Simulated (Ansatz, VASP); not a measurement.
AlN in VASP and in Ansatz

```
CELL_PARAMETERS angstrom
3.08864 0.00000 0.00000
-1.54432 2.67484 0.00000
0.00000 0.00000 4.94308
ATOMIC_POSITIONS crystal
Al 0.66667 0.33333 0.49901
Al 0.33333 0.66667 0.99901
N 0.66667 0.33333 0.88099
N 0.33333 0.66667 0.38099
```

Alike in both runs: functional LDA; k mesh 9 × 9 × 4; occupations gaussian, width 0.02 eV; no spin polarisation.

Ansatz relaxed the structure, and its values are those at the end. VASP's run is a single point on that final structure, the one shown.

|  | VASP | Ansatz |
| --- | --- | --- |
| version | VASP 6.6.1 | Ansatz 0.2.0 |
| potentials or method | VASP PAW LDA potentials, release 64 (Al, N) | scalar-relativistic, plane waves, PAW |
| plane-wave cutoff (eV) | 520 | 420 |
| valence electrons in the cell | 16 | 16 |

```tsv
	VASP	Ansatz	Ansatz less VASP
gap on the k mesh at the Fermi level (eV)	4.42	4.42	-0.009
least direct gap on the mesh (eV)	4.42	4.42	-0.009
pressure (GPa)	0.7	0.0	-0.66
```

Ansatz warned: «pseudo_functional_mismatch».

Caveats: an odd mesh through Γ misses points on the zone boundary, where band edges often lie. A hybrid or GW would open this gap; LDA tends to underestimate it.
